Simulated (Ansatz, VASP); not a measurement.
## Os in VASP and in Ansatz

```
Os
1.0
    -1.61084    1.61084    1.61084
     1.61084   -1.61084    1.61084
     1.61084    1.61084   -1.61084
Os
1
Direct
  0.00000 0.00000 0.00000
```

Alike in both runs: task single point; functional BLYP; k mesh 16 × 16 × 16; occupations fermi-dirac, width 0.1 eV; no spin polarisation.

|  | VASP | Ansatz |
| --- | --- | --- |
| version | VASP 6.6.1 | Ansatz 0.2.0 |
| potentials or method | VASP PAW PBE potentials, release 64 (Os) | plane waves (420 eV) with PAW, scalar-relativistic |
| plane-wave cutoff (eV) | 520 | 420 |
| valence electrons in the cell | 8 | 16 |

VASP gave:

| Item | Value |
| --- | --- |
| pressure (GPa) | -17.5 |

Q: What did Ansatz give for the same quantities?

A: Pressure (GPa): -19.1.

The two sets of potentials don't hold the same shells in valence.

Caveats: so large a pressure means that the cell lies far from this level's equilibrium, or that cutoff or potentials fall short (VASP); the potentials were made for another functional, which shifts forces and pressure (VASP). The runs have no spin-orbit coupling, so splittings on Os are missing.
